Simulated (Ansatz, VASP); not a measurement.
TaN in VASP and in Ansatz

```xyz
4
Lattice="3.0500 0.0000 0.0000 -1.5250 2.6414 0.0000 0.0000 0.0000 4.9400" Properties=species:S:1:pos:R:3 pbc="T T T"
Ta    0.0000    1.7609    0.0000
Ta    1.5250    0.8805    2.4700
N     0.0000    1.7609    1.9019
N     1.5250    0.8805    4.3719
```

Alike in both runs: task single point; functional r2SCAN; k mesh 7 × 7 × 4; occupations gaussian, width 0.05 eV; collinear spin; Hubbard terms Ta d U = 1.0 eV.

|  | VASP | Ansatz |
| --- | --- | --- |
| version | VASP 6.6.1 | Ansatz 0.2.0 |
| potentials or method | VASP PAW PBE potentials, release 64 (Ta_pv, N) | scalar-relativistic, plane waves, PAW |
| plane-wave cutoff (eV) | 520 | 500 |
| valence electrons in the cell | 32 | 36 |

Ansatz gave:

* gap on the k mesh at the Fermi level (eV): none
* rms of the force components (eV/Å): 1.245
* net moment per atom (μB): 0.00

Problem. Which values does VASP return?

Solution. gap on the k mesh at the Fermi level (eV): none; rms of the force components (eV/Å): 1.300; net moment per atom (μB): 0.00.

The programs project onto different local orbitals, so the same U acts differently. Atom by atom the forces differ by 0.055 eV/Å (rms over components). A gap of «none» marks a metal or a gap that the smearing closes. The two sets of potentials don't hold the same shells in valence. Ansatz warned: «filled_band_counts_differ_across_k_points».

Caveats: the PAW data sets were made with another functional, which shifts forces and pressure a little (VASP). Spin-orbit coupling is left out, which matters for the levels of Ta. The state reached can hang on the start; a lower one may exist.
